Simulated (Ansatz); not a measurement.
# Co: the cost of one run

Program: Ansatz 0.2.0. Level of theory: DFT PBE, scalar-relativistic, plane waves, PAW. These are calculated values, not measurements.

## 1. Starting point

It takes space group I4/mmm (No. 139, tetragonal). The conventional cell has a = 2.457 Å, b = 2.457 Å, c = 3.738 Å, α = 90.00°, β = 90.00°, γ = 90.00°. Around Co (site symmetry 4/mmm) lie 12 Co at 2.46 to 2.55 Å.

Coordinates:

```xyz
1
Lattice="-1.2284 1.2284 1.8689 1.2284 -1.2284 1.8689 1.2284 1.2284 -1.8689" Properties=species:S:1:pos:R:3 pbc="T T T"
Co    0.0000    0.0000    0.0000
```

This is candidate A: indium (bct) type (I4/mmm, No. 139).

(A quick probe on a coarse mesh, which set the mesh and smearing, is not shown.)

## 3. Rough relaxation on the coarse mesh (candidate A)

input.yaml reads:

```yaml
crystal:
  lattice:
    - [-1.228420511, 1.228420511, 1.8688626039]
    - [1.228420511, -1.228420511, 1.8688626039]
    - [1.228420511, 1.228420511, -1.8688626039]
  atoms:
    - { symbol: Co, position: [0.0, 0.0, 0.0], spin: 1.96 }
basis:
  ecutwfc: 420
kpoints:
  mp_grid: { grid: [10, 10, 10] }
hamiltonian:
  xc: pbe
scf:
  occupations: { method: gaussian, width: 0.1 }
  lower_state_search: "off"
output:
  forces: true
  stress: true
  eigenvalues: true
  populations: true
magnetization:
  spin_polarized: true
relax:
  adjacent_minimum: "off"
  f_tol: 0.04
  max_steps: 70
  cell: { stress_tol: 0.4 }
```

What time and memory should one allow on 1 thread of an x86-64 CPU, shared host?

About 17 s, with a peak of 0.35 GiB.
